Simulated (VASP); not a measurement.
# I (I4/mmm) in VASP: single point with PBEsol

Aim: the single point of I with PBEsol.

Everything below comes from runs of VASP 6.6.1. Logs are shortened: lines on timing, memory, paths and dates and some standing lists are left out, and cuts for length are marked.

### 1 The crystal as given

It takes space group I4/mmm (No. 139, tetragonal). The conventional cell has a = 3.235 Å, b = 3.235 Å, c = 8.530 Å, α = 90.00°, β = 90.00°, γ = 90.00°. Around I (site symmetry 4/mmm) lie 4 I at 3.23 Å.

### 2 Single point, PBEsol

INCAR reads:

```
SYSTEM = I
PREC = Accurate
ENCUT = 520
EDIFF = 1E-6
ISMEAR = 0
SIGMA = 0.1
LREAL = .FALSE.
LASPH = .TRUE.
NELM = 60
ALGO = Normal
ISIF = 2
LWAVE = .FALSE.
LCHARG = .FALSE.
GGA = PS
NBANDS = 10
```

KPOINTS reads:

```
regular mesh
0
G
  8 8 8
  0 0 0
```

POSCAR reads:

```
I
1.0
   -1.6174560000      1.6174560000      4.2648080000
    1.6174560000     -1.6174560000      4.2648080000
    1.6174560000      1.6174560000     -4.2648080000
I
1
Direct
    0.0000000000      0.0000000000      0.0000000000
```

Potentials or basis: VASP PAW PBE potentials, release 64 (I).

On the command line:

```bash
$ cat potpaw_PBE.64/I/POTCAR > POTCAR
$ mpirun -np 1 vasp_std > vasp.out
```

OUTCAR:

```text
SYSTEM = I
   PREC = Accurate
   ENCUT = 520
   EDIFF = 1E-6
   ISMEAR = 0
   LREAL = .FALSE.
   LASPH = .TRUE.
   NELM = 60
   ISIF = 2
   GGA = PS

 ion  position               nearest neighbor table
   1  0.000  0.000  0.000-

  LATTYP: Found a body centered tetragonal cell.
 ALAT       =     3.2349120000
 C/A-ratio  =     2.6367381864

  Lattice vectors:

 A1 = (  -1.6174560000,   1.6174560000,   4.2648080000)
 A2 = (   1.6174560000,  -1.6174560000,   4.2648080000)
 A3 = (   1.6174560000,   1.6174560000,  -4.2648080000)

Analysis of symmetry for initial positions (statically):
=====================================================================
 Subroutine PRICEL returns:
 Original cell was already a primitive cell.

 Routine SETGRP: Setting up the symmetry group for a
 body centered tetragonal supercell.

 Subroutine GETGRP returns: Found 16 space group operations
 (whereof 16 operations were pure point group operations)
 out of a pool of 16 trial point group operations.

The static configuration has the point symmetry D_4h.

Analysis of symmetry for dynamics (positions and initial velocities):
=====================================================================
 Subroutine PRICEL returns:
 Original cell was already a primitive cell.

 Routine SETGRP: Setting up the symmetry group for a
 body centered tetragonal supercell.

 Subroutine GETGRP returns: Found 16 space group operations
 (whereof 16 operations were pure point group operations)
 out of a pool of 16 trial point group operations.

The dynamic configuration has the point symmetry D_4h.

 Subroutine INISYM returns: Found 16 space group operations
 (whereof 16 operations are pure point group operations),
 and found     1 'primitive' translations

----------------------------------------------------------------------------------------

                                     Primitive cell

  volume of cell :      44.6297

  direct lattice vectors                    reciprocal lattice vectors
    -1.617456000  1.617456000  4.264808000     0.000000000  0.309127420  0.117238572
     1.617456000 -1.617456000  4.264808000     0.309127420  0.000000000  0.117238572
     1.617456000  1.617456000 -4.264808000     0.309127420  0.309127420  0.000000000

  length of vectors
     4.839515999  4.839515999  4.839515999     0.330612529  0.330612529  0.437172190

  position of ions in fractional coordinates (direct lattice)
     0.000000000  0.000000000  0.000000000
[... 81 lines left out ...]
   NFREE  =      0    steps in history (QN), initial steepest desc. (CG)
   ISIF   =      2    stress and relaxation
   ISYM   =      2    0-nonsym 1-usesym 2-fastsym
   POTIM  = 0.5000    time-step for ionic-motion
   TEBEG  =    0.0;   TEEND  =   0.0 temperature during run
   PSTRESS=    0.0 pullay stress
   NELECT =       7.0000    total number of electrons
   NUPDOWN=      -1.0000    fix difference up-down
   EMIN   =  10.00;   EMAX   =-10.00  energy-range for DOS
   EFERMI =   0.00;   METHOD = LEGACY
   ISMEAR =     0;   SIGMA  =   0.10  broadening in eV -4-tet -1-fermi 0-gaus
   EFERMI_NEDOS =   21; number of points for ismear=-14 and -15
   IALGO  =     38    algorithm
   IMIX   =      4    mixing-type and parameters
     AMIX     =   0.40;   BMIX     =  1.00
     AMIX_MAG =   1.60;   BMIX_MAG =  1.00
  volume/ion in A,a.u.               =      44.63       301.18
  Fermi-wavevector in a.u.,A,eV,Ry     =   0.882875  1.668392 10.605317  0.779469
  Thomas-Fermi vector in A             =   2.003566
   LORBIT       =      0    0 simple, 1 ext, 2 COOP (PROOUT), +10 PAW based schemes
   GGA     = PS    functional components
   LHFCALC =     F    Hartree Fock is set to
   AEXX    =    0.0000 exact exchange contribution
   IVDW    =     0    specifies the selected vdW correction
   LEPSILON=     F    determine dielectric tensor
   LRPA    =     F    only Hartree local field effects (RPA)
 non-spin polarized calculation
 Gauss-broadening in eV      SIGMA  =   0.10
  energy-cutoff  :      520.00
  volume of cell :       44.63
 maximum number of plane-waves:      1220
   NGX = 17   NGY = 17   NGZ = 17

 number of electron       6.9999999 magnetization

 Free energy of the ion-electron system (eV)
  ---------------------------------------------------
  ext. energy  EPLUGINS =         0.00000000
  ---------------------------------------------------
  free energy    TOTEN  =        -1.61967356 eV

  energy without entropy =       -1.61329824  energy(sigma->0) =       -1.61648590

 E-fermi :   2.4881     XC(G=0):  -7.9382

 val. band max:        2.4720355992   @ k =  -0.2500  -0.3750   0.1250
 cond. band min:       2.5078178327   @ k =   0.2500   0.1250   0.0000
 fundamental gap:      0.0357822335
 Fermi energy:         2.4881488741

 k-point     1 :       0.0000    0.0000    0.0000
  band No.  band energies     occupation
      1     -11.2296      2.00000
      2       0.2428      2.00000
      3       3.3663      0.00000
      4       3.3663      0.00000
      5       6.6202      0.00000
      6       9.8559      0.00000
      7      10.4131      0.00000
      8      14.9239      0.00000
      9      15.0454      0.00000
     10      15.0454      0.00000
[... 287 lines left out ...]
 k-point    24 :       0.3750    0.1250    0.1250
  band No.  band energies     occupation
      1      -9.3120      2.00000
      2      -2.0558      2.00000
      3       1.0018      2.00000
      4       1.3407      2.00000
      5       8.1296      0.00000
      6       8.7928      0.00000
      7      11.7734      0.00000
      8      13.5746      0.00000
      9      14.7415      0.00000
     10      15.9039      0.00000

 [... further k-points ...]

------------------------ aborting loop because EDIFF is reached ----------------------------------------

  FORCE on cell =-STRESS in cart. coord.  units (eV):
  Direction    XX          YY          ZZ          XY          YZ          ZX
  --------------------------------------------------------------------------------------
  -------------------------------------------------------------------------------------
  Total       -0.5138361     -0.5138361     -0.1493608      0.0000000      0.0000000      0.0000000
  in kB      -18.4463653    -18.4463653     -5.3619488      0.0000000      0.0000000      0.0000000
  external PRESSURE =     -14.0848931 kB  Pullay stress =       0.0000000 kB

 VOLUME and BASIS-vectors are now :
 -----------------------------------------------------------------------------
  energy-cutoff  :      520.00
  volume of cell :       44.63
      direct lattice vectors                 reciprocal lattice vectors
    -1.617456000  1.617456000  4.264808000     0.000000000  0.309127420  0.117238572
     1.617456000 -1.617456000  4.264808000     0.309127420  0.000000000  0.117238572
     1.617456000  1.617456000 -4.264808000     0.309127420  0.309127420  0.000000000

 POSITION                                       TOTAL-FORCE (eV/Angst)
 -----------------------------------------------------------------------------------
      0.00000      0.00000      0.00000        -0.000000      0.000000      0.000000
 -----------------------------------------------------------------------------------
    total drift:                                0.000000     -0.000000     -0.000000

  FREE ENERGIE OF THE ION-ELECTRON SYSTEM (eV)
  ---------------------------------------------------
  free  energy   TOTEN  =        -1.6196735598 eV

  energy  without entropy=       -1.6132982411  energy(sigma->0) =       -1.61648590
```

OSZICAR:

```text
N       E                     dE             d eps       ncg     rms          rms(c)
DAV:   1     0.210430470009E+02    0.21043E+02   -0.23225E+03  1180   0.484E+02
DAV:   2    -0.650101779242E+00   -0.21693E+02   -0.20768E+02  1576   0.825E+01
DAV:   3    -0.163939727445E+01   -0.98930E+00   -0.97619E+00  1430   0.180E+01
DAV:   4    -0.165135313834E+01   -0.11956E-01   -0.11955E-01  1552   0.240E+00
DAV:   5    -0.165150845547E+01   -0.15532E-03   -0.15532E-03  1490   0.252E-01    0.507E+00
DAV:   6    -0.162890193028E+01    0.22607E-01   -0.17976E-02  1322   0.623E-01    0.312E+00
DAV:   7    -0.161972675710E+01    0.91752E-02   -0.37030E-02  1318   0.913E-01    0.125E-01
DAV:   8    -0.161966672745E+01    0.60030E-04   -0.16720E-03  1308   0.247E-01    0.269E-02
DAV:   9    -0.161967090558E+01   -0.41781E-05   -0.21523E-05  1568   0.342E-02    0.126E-02
DAV:  10    -0.161967301468E+01   -0.21091E-05   -0.36179E-06  1324   0.109E-02    0.224E-03
DAV:  11    -0.161967355981E+01   -0.54514E-06   -0.45302E-07  1338   0.385E-03
   1 F= -.16196736E+01 E0= -.16164859E+01  d E =-.637532E-02
```

Wall time 57 s (1 thread of AMD EPYC, shared host); peak memory 0.18 GiB.

Results:

* Free energy: -1.6197 eV
* Pressure: -1.4 GPa
* Band gap on the k mesh: none (metal or under the smearing width)

Stress tensor (GPa, compression positive):
```
-1.84  0.00  0.00
 0.00 -1.84  0.00
 0.00  0.00 -0.54
```

Levels at points of the mesh, in eV from the Fermi level:
```
           k point  band 1  band 2  band 3  band 4  band 5  band 6  band 7
(0.00, 0.00, 0.00)  -13.72   -2.25    0.88    0.88    4.13    7.37    7.92
(0.50, 0.00, 0.00)  -12.36   -5.08   -1.66    1.80    4.83    9.38    9.74
(0.50, 0.50, 0.00)  -11.05   -3.93   -3.77   -0.50    3.94    6.48    9.23
(0.50, 0.50, 0.50)  -13.59   -3.66    0.77    0.77    7.06    7.36    9.18
```

Caveat: the PAW data sets were made with another functional, which shifts forces and pressure a little; an odd number of electrons without spin polarisation forces a metal; a magnetic or distorted state may lie lower. The run has no spin-orbit coupling, so splittings on I are missing.
